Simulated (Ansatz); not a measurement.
The reference is ZnTe in the zinc blende structure (space group F-43m, No. 216).

```
CELL_PARAMETERS angstrom
      0.00000     3.08955     3.08955
      3.08955     0.00000     3.08955
      3.08955     3.08955     0.00000
ATOMIC_POSITIONS crystal
  Te 0.75000 0.75000 0.75000
  Zn 0.00000 0.00000 0.00000
```

Cartesian axes are those of the cell as printed.

Computed with PBE (Ansatz, an electronic-structure program, PAW, no spin-orbit coupling).

Modification: tensor shear ε_yz = +1.95 % (engineering shear γ = 0.0390), atoms relaxed at fixed cell.

Task: Predict the stress tensor and what it implies for the stiffness.

Result: Stress of the strained cell less that of the base (GPa, compression positive):
```
   0.00    0.00    0.00
   0.00    0.04   -1.16
   0.00   -1.16    0.04
```

Then −Δσ/γ with γ = 2ε = 0.0390 gives secant stiffness values (nonlinear terms included at this strain): C44 ≈ 30 GPa.

As a check, the harmonic strain energy −½ V₀ Δσ:ε is 4.2 meV/atom; the computed energy rise is 4.2 meV/atom.

Stability against distortions was not tested.
